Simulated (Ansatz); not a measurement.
`FC(F)=C(F)C(F)(F)F` + H₂O → `OC(F)=C(F)F` + `FC(F)F` at 500 K and 1 bar (formal hydrolysis of a C–C bond).

Computed with Ansatz on PBE0-D4/def2-TZVP structures; ΔE is electronic, products minus reactants. CBS: MP2 limit from def2 TZ/QZ plus the TZ coupled-cluster correction, frozen cores. This one scheme is used for every species. Each species was taken in one conformer, which may not be the lowest.

| species | CCSD(T)/CBS energy (Eh) | H − E (kJ/mol) | S (J/(mol·K)) |
| --- | --- | --- | --- |
| `FC(F)=C(F)C(F)(F)F` | -712.84598 | 142.3 | 445.6 |
| H₂O | -76.37941 | 73.2 | 206.3 |
| `OC(F)=C(F)F` | -451.18678 | 126.9 | 371.0 |
| `FC(F)F` | -338.02896 | 90.5 | 290.1 |

H − E and S are ideal-gas, rigid-rotor, harmonic terms from PBE0-D4/def2-TZVP, for one conformer and one mirror image of each species. 1 Eh = 2625.50 kJ/mol, R = 8.31446 J/(mol·K).

By hand: ΔE, ΔH, ΔS and ΔG.

ΔE = (-451.18678) + (-338.02896) − (-712.84598) − (-76.37941) = 0.00965 Eh = 25.3 kJ/mol. Δ(H − E) = 126.9 + 90.5 − 142.3 − 73.2 = 1.9, so ΔH = 27.2 kJ/mol. ΔS = 371.0 + 290.1 − 445.6 − 206.3 = 9.2 J/(mol·K). ΔG = 27.2 − 500 × (9.2)/1000 = 22.6 kJ/mol.

By hand: the equilibrium constant, and the temperature at which ΔG would vanish if ΔH and ΔS stayed fixed.

log₁₀ K = −ΔG/(RT ln 10) = -2.4. ΔG = 0 at ΔH/ΔS = 2957 K, far beyond where these terms or the molecules hold.

The number of gas molecules stays the same, so ΔS is small and ΔH decides. A doubt of 5 kJ/mol in ΔE shifts log₁₀ K by 0.5 here. Other conformers and mirror images would add mixing entropy, several J/(mol·K) or more a flexible species. Modes under 60 cm⁻¹, often nearly free rotors, make the harmonic entropy too high. These are equilibria of isolated gas molecules and say nothing of rates. Largest T1 diagnostic: 0.013 (customary marks: 0.02 for closed shells, 0.045 for open ones).
